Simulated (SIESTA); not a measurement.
Runs of SIESTA 5.4.2 on MnO. The structure is cubic, space group Fm-3m (No. 225). The conventional cell has a = 4.448 Å, b = 4.448 Å, c = 4.448 Å, α = 90.00°, β = 90.00°, γ = 90.00°. Around Mn (site symmetry m-3m) lie 6 O at 2.22 Å. O (site symmetry m-3m) has 6 Mn at 2.22 Å as nearest neighbours. The cell is a database's computed one.

| task | level | potentials or basis | cell | k mesh | optimiser | force tolerance | energy shift | gap on the mesh (eV) | pressure (GPa) | moment (μB) |
| --- | --- | --- | --- | --- | --- | --- | --- | --- | --- | --- |
| single point | PBE | PseudoDojo 0.4 standard (PBE files), TZP (energy shift 0.003 Ry; two zetas on semicore shells) | as given | 8 × 8 × 8 | - | - | 0.003 Ry | none | 1.8 | 4.85 |
| relaxation of cell and atoms | RPBE | PseudoDojo 0.4 standard (PBE files), DZP (energy shift 0.003 Ry; two zetas on semicore shells) | relaxed | 7 × 7 × 7 | Broyden | 0.04 eV/Å | 0.003 Ry | none | -0.1 | 4.97 |
| band structure | PBE | PseudoDojo 0.4 standard (PBE files), TZP (energy shift 0.01 Ry) | as given | 10 × 10 × 10 | - | - | 0.01 Ry | none | (b) | 4.89 |
| band structure | PBE | PseudoDojo 0.4 standard (PBE files), DZP (energy shift 0.01 Ry) | as given | 10 × 10 × 10 | - | - | 0.01 Ry | none | 1.3 | (a) |

Alike in all rows: spin collinear, ferromagnetic start; smearing fermi-dirac 0.05 eV; grid cutoff 800 Ry.

Q: Estimate the missing entries.

A: (a) 4.90; (b) 0.3.

Caveats: the basis of atomic orbitals isn't converged, which shifts pressures, moduli and gaps; a cell with one magnetic atom can't hold antiferromagnetic order, which such compounds often take; semilocal functionals often make such compounds metallic where correlation or magnetic order opens a gap, which also shifts bond lengths; short orbitals over semicore shells can move pressures by several GPa (some runs); semicore shells carry a single zeta, which can move pressures by several GPa and volumes by a few percent (some runs); the potentials were made for another functional, which shifts forces and pressure (some runs).

A gap of «none» marks a metal or a gap under the smearing width.
